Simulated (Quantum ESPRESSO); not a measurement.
## MgTe under changes of volume

One of the cells (33.761 Å³/atom); the others are scaled copies at fixed shape and fractional positions:

```
Te Mg
1.0
     0.00000    3.23200    3.23200
     3.23200    0.00000    3.23200
     3.23200    3.23200    0.00000
Te Mg
1 1
Direct
  0.25000 0.25000 0.25000
  0.00000 0.00000 0.00000
```

The cell comes from a database or a generator and needn't be the stable form of this composition.

| Property | Result |
| --- | --- |
| Program | Quantum ESPRESSO 7.5 |
| Functional | rev-vdW-DF2 |
| Potentials or basis | PseudoDojo 0.4.1 SR PBE standard |
| Cutoff | 1143 eV |
| Density cutoff | 4572 eV |
| k mesh | 7 × 7 × 7 |
| Occupations | fermi-dirac, width 0.05 eV |
| Spin | no spin polarisation |

| volume (Å³/atom) | energy over the lowest point (meV/atom) | pressure (GPa) | gap on the mesh (eV) |
| --- | --- | --- | --- |
| 31.735 | 15.97 | 2.5 | 2.64 |
| 32.410 | 7.09 | 1.6 | 2.54 |
| 33.086 | 1.87 | 0.8 | 2.45 |
| 33.761 | 0.00 | 0.0 | 2.35 |
| 34.436 | 1.13 | -0.6 | 2.27 |
| 35.111 | 4.97 | -1.2 | 2.18 |
| 35.787 | ? | ? | ? |

**Question.** What does the run at 35.787 Å³/atom give?

**Answer.** Energy over the lowest point 11.24 meV/atom; pressure -1.8 GPa; gap on the mesh 2.10 eV.

Worked out: A Birch-Murnaghan fit of order 3 (a polynomial in V^(-2/3)) to the other rows has its minimum at 33.83 Å³/atom with B0 = V·E''(V) = 35 GPa and B' = 4.1. It gives 11.28 meV/atom at 35.787 Å³/atom, against the run's 11.24, and -dE/dV = -1.8 GPa, against -1.8. A straight line through the other rows of the gap, of slope -4.54 eV per unit of ln V (its deformation potential), extrapolates to 2.09 eV, against the run's 2.10.

Energies are extrapolated to zero smearing.

Caveats: the potentials were made for another functional, which shifts forces and pressure; spin-orbit coupling is left out, which moves the levels of the heavy elements; an odd mesh through Γ misses points on the zone boundary, where band edges often lie (some runs).
